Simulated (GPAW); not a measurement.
Runs of GPAW 26.7.0 on PbO2. The structure is cubic, space group Fm-3m (No. 225). The conventional cell has a = 5.404 Å, b = 5.404 Å, c = 5.404 Å, α = 90.00°, β = 90.00°, γ = 90.00°. Pb (site symmetry m-3m) is surrounded by 8 O at 2.34 Å. Around O (site symmetry -43m) lie 4 Pb at 2.34 Å. The cell comes from a database or a generator and needn't be the stable form of this composition.

```tsv
task	level	potentials or basis	spin	k mesh	cutoff (eV)	maxiter	band path	band points	spin axis theta (degrees)	spin axis phi (degrees)	pressure (GPa)
band structure	PBEsol	PAW data sets generated in the run's folder for this functional, pw	SOC, no magnetisation	9 × 9 × 9	800	150	GXWKGLUWLK,UX	100	0	0	-7.1
band structure	LDA	the program's PAW data sets (release 1.2.1) made for this functional, pw	off	9 × 9 × 9	800	150	GXWKGLUWLK,UX	60	-	-	-11.4
band structure	BLYP+D3(BJ)	PAW data sets generated in the run's folder for this functional, pw	SOC, no magnetisation	9 × 9 × 9	800	150	GXWKGLUWLK,UX	60	90	45	-1.2
single point	r2SCAN	GPAW PAW data sets (gpaw-data 1.2.1), pw	off	7 × 7 × 7	600	120	-	-	-	-	(a)
```

Alike in all rows: cell as given; smearing fermi-dirac 0.05 eV.

Problem. Estimate the missing entries.

Solution. (a) -12.3.

Caveats: spin-orbit coupling was added after a scalar SCF, so levels and gaps hold it while energy, forces, pressure and moments don't (some runs); pairwise dispersion overbinds metals, which lowers pressure and volume (some runs); the cutoff is short for stress and forces, so pressures can be off by a GPa or more (some runs); the PAW data sets were made with another functional, which shifts forces and pressure a little (some runs).

Not every run made on this cell is shown here.
